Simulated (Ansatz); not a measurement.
Crystal: Ge.

```
Ge
1.0
     3.99759    0.00000    0.00000
    -1.99879    3.46201    0.00000
     0.00000    0.00000    6.59938
Ge
4
Direct
  0.33333 0.66667 0.93710
  0.66667 0.33333 0.43710
  0.33333 0.66667 0.56290
  0.66667 0.33333 0.06290
```

This isn't the form of Ge at room conditions, which is diamond.

Base run:

| Property | Result |
| --- | --- |
| Program | Ansatz 0.2.0 |
| Functional | LDA |
| Potentials or basis | Ansatz PAW |
| Cutoff | 420 eV (not typed: the program's choice for these potentials) |
| k mesh | 8 × 8 × 4 |
| Occupations | fermi-dirac, width 0.05 eV |
| Spin | no spin polarisation |

Its results: pressure -1.9 GPa; largest force 0.003 eV/Å.

Question: The run is repeated on the same cell with these changes: functional from LDA to r2SCAN; cutoff from 420 eV (not typed: the program's choice for these potentials) to 500 eV (not typed: the program's choice for these potentials). What comes out?

Answer: Pressure -0.1 GPa; largest force 0.004 eV/Å.

Caveats: the PAW data sets come from PBE, with cores solved anew for the run's functional, which leaves a small shift of forces and pressure.
